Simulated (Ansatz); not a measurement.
**CsCl (Pm-3m) under several functionals**

Plane-wave DFT in Ansatz with scalar-relativistic PAW potentials. The same structure was relaxed (cell and atoms, symmetry kept) in separate runs at each level. No spin polarisation.

```tsv
level	cutoff (eV)	k mesh	V (Å³/atom)	a (Å)	gap (eV)	B0 (GPa)
LDA	420	6×6×6	31.267	3.969	4.99	–
r2SCAN	500	6×6×6	35.484	4.140	5.91	18
PBE	420	6×6×6	37.194	4.206	5.01	14
```

**Question.** Where does PBEsol (420 eV, k mesh 6×6×6) fall?

**Answer.** V (Å³/atom) 33.594, a (Å) 4.065, gap (eV) 5.22. Its volume is between those of LDA and r2SCAN. The usual order of volumes, LDA < PBEsol < PBE, holds here (31.267, 33.594, 37.194 Å³/atom). As a rule LDA overbinds; PBEsol, built on the gradient expansion of slowly varying densities, lies between LDA and PBE; PBE's stronger gradient term for exchange weakens bonds. r2SCAN lies 4.6 % under PBE in volume. B0 goes from 18.3 to 14.4 GPa as the volume grows by 4.8 %; on one curve with B' = 5.1 the volume alone, B ∝ V^(−B'), would give 14.4 GPa, and the rest of the difference is the functional's own stiffness. Each gap belongs to its own cell, so it mixes the functional's effect with that of the volume; gaps are the least found on the k mesh or on a band path.

Spin-orbit coupling is left out, which matters for the bands of heavy elements.